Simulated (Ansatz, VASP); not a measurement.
# Two plane-wave programs on Ca2Se

File INCAR:

```
PREC = Accurate
ENCUT = 520
EDIFF = 1E-6
ISMEAR = 0
SIGMA = 0.2
LREAL = F
LASPH = T
NELM = 80
ALGO = Normal
ISIF = 2
LWAVE = F
LCHARG = F
GGA = PE
NBANDS = 35
```

KPOINTS

```
regular mesh
0
Gamma
  6 6 2
```

POSCAR

```
Ca2Se
1.0
    4.0199794179      0.0000000000      0.0000000000
   -2.0099897089      3.4814042986      0.0000000000
    0.0000000000      0.0000000000     14.3673320874
Ca Se
4 2
Direct
    0.3333333333      0.6666666667      0.3718348248
    0.3333333333      0.6666666667      0.8718348248
    0.3333333333      0.6666666667      0.1281651753
    0.3333333333      0.6666666667      0.6281651752
    0.0000000000      0.0000000000      0.0000000000
    0.0000000000      0.0000000000      0.5000000000
```

Input for Ansatz:

```yaml
crystal:
  lattice:
    - [4.0199794179, 0.0, 0.0]
    - [-2.0099897089, 3.4814042986, 0.0]
    - [0.0, 0.0, 14.3673320874]
  atoms:
    - { symbol: Ca, position: [0.3333333333, 0.6666666667, 0.3718348248] }
    - { symbol: Ca, position: [0.3333333333, 0.6666666667, 0.8718348248] }
    - { symbol: Ca, position: [0.3333333333, 0.6666666667, 0.1281651753] }
    - { symbol: Ca, position: [0.3333333333, 0.6666666667, 0.6281651752] }
    - { symbol: Se, position: [0.0, 0.0, 0.0] }
    - { symbol: Se, position: [0.0, 0.0, 0.5] }
basis:
  ecutwfc: 420
kpoints:
  mp_grid: { grid: [6, 6, 2] }
hamiltonian:
  xc: pbe
scf:
  occupations: { method: gaussian, width: 0.2 }
  lower_state_search: "off"
output:
  forces: true
  stress: true
  eigenvalues: true
```

Alike in both runs: task single point; functional PBE; k mesh 6 × 6 × 2; occupations gaussian, width 0.2 eV; no spin polarisation.

|  | VASP | Ansatz |
| --- | --- | --- |
| version | VASP 6.6.1 | Ansatz 0.2.0 |
| potentials or method | VASP PAW PBE potentials, release 64 (Ca_sv, Se) | scalar-relativistic, plane waves, PAW |
| plane-wave cutoff (eV) | 520 | 420 |
| valence electrons in the cell | 52 | 72 |

```tsv
	VASP	Ansatz	Ansatz less VASP
gap on the k mesh at the Fermi level (eV)	none	none	-
pressure (GPa)	0.1	0.0	-0.09
largest component of the traceless stress (GPa)	0.24	0.22	-0.019
rms of the force components (eV/Å)	0.001	0.007	+0.0059
```

Atom by atom the forces differ by 0.008 eV/Å (rms over components). A gap of «none» marks a metal or a gap that the smearing closes. The two sets of potentials don't hold the same shells in valence.
